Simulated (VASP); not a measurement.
A run of VASP 6.6.1:

Contents of INCAR:

```
SYSTEM = GaSb
ALGO = Normal ; BPARAM = 11.95
CPARAM = 0.0093 ; EDIFF = 1E-7
EDIFFG = -0.005 ; ENCUT = 600
IBRION = 2 ; ISIF = 3
ISMEAR = 0 ; IVDW_NL = 2
LASPH = .True. ; LCHARG = .False.
LMIXTAU = .True. ; LREAL = .False.
LUSE_VDW = .True. ; LWAVE = .False.
METAGGA = R2SCAN ; NELM = 100
NSW = 90 ; PREC = Accurate
SIGMA = 0.1
```

Contents of KPOINTS:

```
k-points
0
Gamma
  12 12 12
  0 0 0
```

File POSCAR:

```
GaSb
1.0
    0.0000000000      3.0686043200      3.0686043200
    3.0686043200      0.0000000000      3.0686043200
    3.0686043200      3.0686043200      0.0000000000
Ga Sb
1 1
Direct
    0.0000000000      0.0000000000      0.0000000000
    0.2500000000      0.2500000000      0.2500000000
```

Potentials or basis: VASP PAW PBE potentials, release 64 (Ga_d, Sb).

The run is started by

```bash
$ cat potpaw_PBE.64/Ga_d/POTCAR potpaw_PBE.64/Sb/POTCAR > POTCAR
$ mpirun -np 1 vasp_std > vasp.out
```

Hardware: 1 thread of Intel(R) Xeon(R) Platinum 8375C CPU @ 2.90GHz (Ice Lake), with other jobs on the host.

Problem. How long does it take, and how much memory?

Solution. It took 12 min on 1 thread of Intel(R) Xeon(R) Platinum 8375C CPU @ 2.90GHz (Ice Lake), with other jobs on the host, peak memory 0.44 GiB. Counts: scf iterations 43, k points 72, ion steps 3.
